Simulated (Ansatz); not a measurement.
## What strain does to WSe2 (P-6m2)

WSe2 (P-6m2) from a database of computed structures, relaxed with r2SCAN+rVV10 in Ansatz. It is hexagonal, P-6m2 (No. 187); a = 3.297 Å, c = 7.184 Å in the conventional setting, 22.55 Å³ an atom. W is surrounded by 6 Se at 2.53 Å; Se is surrounded by 3 W at 2.53 Å.

The axes x, y and z are those of this cell:
```xyz
3
Lattice="3.2972 0.0000 0.0000 -1.6486 2.8555 0.0000 0.0000 0.0000 7.1843" Properties=species:S:1:pos:R:3 pbc="T T T"
W     0.0000    0.0000    0.0000
Se    0.0000    1.9036    1.6662
Se    0.0000    1.9036    5.5181
```

Unstrained: With PBE the valence top lies at A and the conduction bottom at Γ–K (0.53 of the way from Γ), 1.367 eV higher; the smallest vertical gap, at H, is 1.559 eV. r2SCAN gives an indirect gap of 1.487 eV, from A to Γ–K (0.53 of the way from Γ); the least direct gap is 1.675 eV at H. With HSE06 the valence top lies at A and the conduction bottom at Γ–K (0.53 of the way from Γ), 1.889 eV higher; the smallest vertical gap, at H, is 2.021 eV. Meshes: PBE 12×12×4, r2SCAN 12×12×4, HSE06 6×6×4. Strains are changes of length per length. After each strain the atoms were relaxed again with r2SCAN+rVV10 within the symmetry that the strain leaves, so tilts or polar shifts that break it weren't tested; points keep the names that they have in the unstrained zone. Calculated for a static, non-magnetic cell.

Changes of the least gap in eV (an overlap counts as a negative gap):
```csv
strain,volume change (%),space group,PBE,r2SCAN,HSE06
uniaxial -0.41 % along z,-0.4,P-6m2,-0.019,-0.019,-0.021
isotropic -4.11 % on every length,-11.8,P-6m2,-0.347,-0.315,-0.364
```

Uniaxial -0.41 % along z, other directions held. HSE06: the gap goes from 1.889 to 1.868 eV (-0.021 eV). Stress change with PBE, compression positive: xx +0.04, yy +0.04, zz +0.16 GPa.

Isotropic -4.11 % on every length. HSE06: the gap goes from 1.889 to 1.525 eV (-0.364 eV); the edges go from A → Γ–K (0.53) to H → Γ–K (0.54). Stress change with PBE, compression positive: xx +11.84, yy +11.84, zz +4.90 GPa.

Spin-orbit coupling is left out, which matters wherever the heavy atoms make up the band edges.

Where an edge lies off the special points, it is a point of the mesh or the k point where a search put PBE's edge or least direct gap, reused for the other functionals, whose own edges may lie a little apart.

The meshes of the hybrids are coarse, so their gaps aren't converged to the digits shown.
